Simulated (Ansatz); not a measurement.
# Residual resistivity of an alloy: Nb(100) with 4 layers of random Nb-Li, 2x2, part 2 of 2

Aim: the residual resistivity of a random alloy, from Nb(100) with 4 layers of random Nb-Li, 2x2 and longer regions.

Ansatz 0.2.0; Ansatz plane-wave DFT, PBE, PAW files; ballistic transport by layer matching (Landauer), zero bias; PAW set soft_1.

So far. Step 3 (With 8 alloy layers): Over the solved energies the transmission per spin lies between 2.15 and 2.28, out of 10.8 channels of the lead on average (up to 11.5).

## Step 4: With 12 alloy layers

In 12 layers a share of 0.5 of the sites is given to Li at random. A fresh draw is used; the growth of the resistance with length is what counts.

System of this step: Nb(100) with 12 layers of random Nb-Li, 2x2. The cell holds 88 atoms: 64 Nb and 24 Li. Its edges and angles: a = 6.613 Å, b = 6.613 Å, c = 36.369 Å, α = 90.0°, β = 90.0°, γ = 90.0°. It derives from Nb. Regions: lead, 40 atoms (40 Nb); scattering region, 48 atoms (24 Li and 24 Nb). The structure is stacked along c, and the current runs across the ab planes.

input.yaml

```yaml
crystal:
  lattice:
    - [6.6126, 0.0, 0.0]
    - [0.0, 6.6126, 0.0]
    - [0.0, 0.0, 36.3693]
  atoms:
    - { symbol: Nb, position: [0.0, 0.0, 0.0227272727] }
    - { symbol: Nb, position: [0.0, 0.5, 0.0227272727] }
    - { symbol: Nb, position: [0.5, 0.0, 0.0227272727] }
    - { symbol: Nb, position: [0.5, 0.5, 0.0227272727] }
    - { symbol: Nb, position: [0.25, 0.25, 0.0681818182] }
    - { symbol: Nb, position: [0.25, 0.75, 0.0681818182] }
    - { symbol: Nb, position: [0.75, 0.25, 0.0681818182] }
    - { symbol: Nb, position: [0.75, 0.75, 0.0681818182] }
    - { symbol: Nb, position: [0.0, 0.0, 0.1136363636] }
    - { symbol: Nb, position: [0.0, 0.5, 0.1136363636] }
    - { symbol: Nb, position: [0.5, 0.0, 0.1136363636] }
    - { symbol: Nb, position: [0.5, 0.5, 0.1136363636] }
    - { symbol: Nb, position: [0.25, 0.25, 0.1590909091] }
    - { symbol: Nb, position: [0.25, 0.75, 0.1590909091] }
    - { symbol: Nb, position: [0.75, 0.25, 0.1590909091] }
    - { symbol: Nb, position: [0.75, 0.75, 0.1590909091] }
    - { symbol: Nb, position: [0.0, 0.0, 0.2045454545] }
    - { symbol: Nb, position: [0.0, 0.5, 0.2045454545] }
    - { symbol: Nb, position: [0.5, 0.0, 0.2045454545] }
    - { symbol: Nb, position: [0.5, 0.5, 0.2045454545] }
    - { symbol: Li, position: [0.25, 0.25, 0.25] }
    - { symbol: Nb, position: [0.25, 0.75, 0.25] }
    - { symbol: Li, position: [0.75, 0.25, 0.25] }
    - { symbol: Li, position: [0.75, 0.75, 0.25] }
    - { symbol: Li, position: [0.0, 0.0, 0.2954545455] }
    - { symbol: Nb, position: [0.0, 0.5, 0.2954545455] }
    - { symbol: Li, position: [0.5, 0.0, 0.2954545455] }
    - { symbol: Nb, position: [0.5, 0.5, 0.2954545455] }
    - { symbol: Nb, position: [0.25, 0.25, 0.3409090909] }
    - { symbol: Nb, position: [0.25, 0.75, 0.3409090909] }
    - { symbol: Nb, position: [0.75, 0.25, 0.3409090909] }
    - { symbol: Nb, position: [0.75, 0.75, 0.3409090909] }
    - { symbol: Li, position: [0.0, 0.0, 0.3863636364] }
    - { symbol: Li, position: [0.0, 0.5, 0.3863636364] }
    - { symbol: Nb, position: [0.5, 0.0, 0.3863636364] }
    - { symbol: Nb, position: [0.5, 0.5, 0.3863636364] }
    - { symbol: Li, position: [0.25, 0.25, 0.4318181818] }
    - { symbol: Li, position: [0.25, 0.75, 0.4318181818] }
    - { symbol: Nb, position: [0.75, 0.25, 0.4318181818] }
    - { symbol: Nb, position: [0.75, 0.75, 0.4318181818] }
    - { symbol: Li, position: [0.0, 0.0, 0.4772727273] }
    - { symbol: Li, position: [0.0, 0.5, 0.4772727273] }
    - { symbol: Li, position: [0.5, 0.0, 0.4772727273] }
    - { symbol: Li, position: [0.5, 0.5, 0.4772727273] }
    - { symbol: Nb, position: [0.25, 0.25, 0.5227272727] }
    - { symbol: Li, position: [0.25, 0.75, 0.5227272727] }
    - { symbol: Nb, position: [0.75, 0.25, 0.5227272727] }
    - { symbol: Li, position: [0.75, 0.75, 0.5227272727] }
    - { symbol: Li, position: [0.0, 0.0, 0.5681818182] }
    - { symbol: Li, position: [0.0, 0.5, 0.5681818182] }
    - { symbol: Li, position: [0.5, 0.0, 0.5681818182] }
    - { symbol: Nb, position: [0.5, 0.5, 0.5681818182] }
    - { symbol: Nb, position: [0.25, 0.25, 0.6136363636] }
    - { symbol: Nb, position: [0.25, 0.75, 0.6136363636] }
    - { symbol: Nb, position: [0.75, 0.25, 0.6136363636] }
    - { symbol: Li, position: [0.75, 0.75, 0.6136363636] }
    - { symbol: Nb, position: [0.0, 0.0, 0.6590909091] }
    - { symbol: Nb, position: [0.0, 0.5, 0.6590909091] }
    - { symbol: Nb, position: [0.5, 0.0, 0.6590909091] }
    - { symbol: Nb, position: [0.5, 0.5, 0.6590909091] }
    - { symbol: Nb, position: [0.25, 0.25, 0.7045454545] }
    - { symbol: Li, position: [0.25, 0.75, 0.7045454545] }
    - { symbol: Li, position: [0.75, 0.25, 0.7045454545] }
    - { symbol: Li, position: [0.75, 0.75, 0.7045454545] }
    - { symbol: Nb, position: [0.0, 0.0, 0.75] }
    - { symbol: Nb, position: [0.0, 0.5, 0.75] }
    - { symbol: Li, position: [0.5, 0.0, 0.75] }
    - { symbol: Li, position: [0.5, 0.5, 0.75] }
    - { symbol: Nb, position: [0.25, 0.25, 0.7954545455] }
    - { symbol: Nb, position: [0.25, 0.75, 0.7954545455] }
    - { symbol: Nb, position: [0.75, 0.25, 0.7954545455] }
    - { symbol: Nb, position: [0.75, 0.75, 0.7954545455] }
    - { symbol: Nb, position: [0.0, 0.0, 0.8409090909] }
    - { symbol: Nb, position: [0.0, 0.5, 0.8409090909] }
    - { symbol: Nb, position: [0.5, 0.0, 0.8409090909] }
    - { symbol: Nb, position: [0.5, 0.5, 0.8409090909] }
    - { symbol: Nb, position: [0.25, 0.25, 0.8863636364] }
    - { symbol: Nb, position: [0.25, 0.75, 0.8863636364] }
    - { symbol: Nb, position: [0.75, 0.25, 0.8863636364] }
    - { symbol: Nb, position: [0.75, 0.75, 0.8863636364] }
    - { symbol: Nb, position: [0.0, 0.0, 0.9318181818] }
    - { symbol: Nb, position: [0.0, 0.5, 0.9318181818] }
    - { symbol: Nb, position: [0.5, 0.0, 0.9318181818] }
    - { symbol: Nb, position: [0.5, 0.5, 0.9318181818] }
    - { symbol: Nb, position: [0.25, 0.25, 0.9772727273] }
    - { symbol: Nb, position: [0.25, 0.75, 0.9772727273] }
    - { symbol: Nb, position: [0.75, 0.25, 0.9772727273] }
    - { symbol: Nb, position: [0.75, 0.75, 0.9772727273] }
kpoints:
  mp_grid: { grid: [4, 4, 1] }
hamiltonian:
  xc: pbe
  pseudopotentials: { kind: paw, azcp: { folder: soft_1 } }
scf:
  occupations: { method: fermi_dirac, width: 0.1 }
output:
  transmission: { leads: [[0, 4]], kmesh: [8, 8], e_range: [-0.05, 0.05], de: 0.05 }
  write_potential: true
  write_density: true
  volumetric_format: npy
```

Launch:

```sh
$ ansatz run input.yaml --threads 4 --pin off --max-ram 15360MiB --backend cpu --events-out ev --progress --plain --runs-dir out
```

Numbers of over 12 decimals in the logs are rounded to 6 here.

The program printed:

```text
[...]
Crystal: 88 atoms, lattice volume = 1590.301 Å³
Basis set: ecut = 420 eV, 31009 PW (Γ)
Bands: 543, of which v1, the nominal top of the filled ones, is band 452 counted from 1 (451 counted from 0)
Symmetry: 1 space group operations
[...]
k-points: 10 of 16 (time reversal used)
[...]
SCF iter   1: F=—  HF=-296286.156409 eV  |F-HF|=—  |Δ(HF+E_count)|=         —  Δρ=7.85e-2  dr2=3.83e2  ethr=3.10e-3  ⟨swp⟩=8.6  Hψ=25387  notcnv=0
[...]
SCF iter  11: F=-296239.842207 eV  HF=-296239.842207 eV  |F-HF|=7.04e-9  |Δ(HF+E_count)|=   1.02e-8  Δρ=7.87e-7  dr2=1.71e-8  ethr=1.11e-11  ⟨swp⟩=11.5  Hψ=15613  notcnv=0
SCF 1 converged in 11 iterations: F = -296239.842207 eV  dr2 = 1.71e-8
[...]
transmission: 226 of 2244 steps passed
transmission: 450 of 2244 steps passed
[...]
transmission: 2244 of 2244 steps passed
SCF converged after 11 iterations
Free energy (F): -296239.842207 eV
[...]
Internal energy: -296236.383117 eV  (E = F + TS)
E sigma→0 (E₀):  -296238.112662 eV
Entropy (-TS):   -3.459090 eV (-39.308 meV/atom)
Fermi energy:    13.207664 eV
[...]
--- Band table (eV; the first three rows and the last of 10) ---
  k-point 0: bands = [... 448 lower, 13.5414, 13.5421, 13.5510, 13.5845, 13.6027, 13.6184, 13.6268, 13.6671, ... 87 higher]
  k-point 1: bands = [... 448 lower, 13.3647, 13.3824, 13.4040, 13.4226, 13.4353, 13.4542, 13.4730, 13.4867, ... 87 higher]
  k-point 2: bands = [... 448 lower, 13.1312, 13.1451, 13.1595, 13.1687, 13.1804, 13.1882, 13.1978, 13.2238, ... 87 higher]
  k-point 9: bands = [... 448 lower, 12.7232, 12.7259, 12.7435, 12.7557, 12.7674, 12.7928, 12.8284, 12.8408, ... 87 higher]
--- Transmission ---
  basis      : 385 plane waves across, 66 finite elements along
  points     : 34, standing for a mesh of 8 x 8
[...]
channels       : 1.073438e1 a spin
[...]
junction   : crystal 0 to crystal 0, 0.70 to 35.41 Å
    transmission   : 1.642977e0 a spin
[...]
```

Elapsed: 37 min, on 4 threads of Arm Neoverse V1, shared host; peak memory 9.7 GiB; 2.3 h of CPU time.

This step gave:

- free energy: -296239.8422 eV
- energy at zero smearing: -296238.1127 eV
- Fermi energy: 13.21 eV
- transmission per spin nearest the Fermi level: 1.643
- step of the lead's potential: 11.3 meV

Per spin. The transmission, zone mean by energy, zero at the Fermi level:

```
energy (eV)  transmission, zone mean
    -0.0500                     1.63
     0.0000                     1.64
     0.0500                     1.64
```

Over the solved energies the transmission per spin lies between 1.63 and 1.64, out of 10.8 channels of the lead on average (up to 11.4).

## Step 5: Resistance against length

This step: Ansatz plane-wave DFT, PBE, PAW files; ballistic transport by layer matching (Landauer), zero bias; residual resistivity from the slope of the area resistance, atoms on the host's lattice; PAW set soft_1 (Ansatz 0.2.0).

This step gave:

```yaml
resistivity: 141.9 µΩ cm
intercept: 0.1158 fΩ m²
scatter_about_the_fit: 0.01378 fΩ m²
```

Resistance, by row:

```
run  length (Å)      T  channels N  RA (fΩ m²)
 n4       6.613  3.616       10.92       1.044
 n8       13.23  2.227        10.8       2.012
n12       19.84  1.639       10.78        2.92
```

The area resistance by length of the alloy:

```
length of the alloy (Å)  area resistance (fΩ m²)
                   6.61                     1.04
                  13.23                     2.01
                  19.84                     2.92
```

The area resistance goes from 1.0 to 2.9 fΩ m² between 6.6 and 19.8 Å, a slope of 142 µΩ cm.

By hand from the end points: (2.920 − 1.044) fΩ m² / (19.84 − 6.61) Å = 142 µΩ cm, since 1 fΩ m² per Å is 1000 µΩ cm.

## Step 6: Outcome

| Property | Result |
| --- | --- |
| resistivity from the slope | 142 µΩ cm |
| area resistance over 6.61 Å | 1.04 fΩ m² |
| area resistance over 13.2 Å | 2.01 fΩ m² |
| area resistance over 19.8 Å | 2.92 fΩ m² |

What this shows: The slope gives 142 µΩ cm. The points scatter by 0.014 fΩ m² about the line, with one random draw a length in a 2x2 cell, so the slope is a rough value. The lead's own channel count moves between the runs (10.9, 10.8 and 10.8), which shifts RA and the slope too. Read with a model of isotropic scattering on a spherical Fermi surface and the lead's 1.9×10¹⁵ S/m², this slope means a mean free path near 2.7 Å (a rough figure, since the alloy's own channel count differs); over these lengths the model's slope is within 3 % of its bulk resistivity, though a free path of a few ångströms strains the picture. The atoms sit on the host's lattice, so scattering by size misfit is left out.

[Logs are printed without paths, hosts, clocks, repeated set-up lines and the standing remarks that a program may print on its own settings, such as how far it seeks lower states.]

[Hosts, paths, dates, database ids (printed as entryN), source tags and the programs' standing remarks are cut or masked in the printed files.]
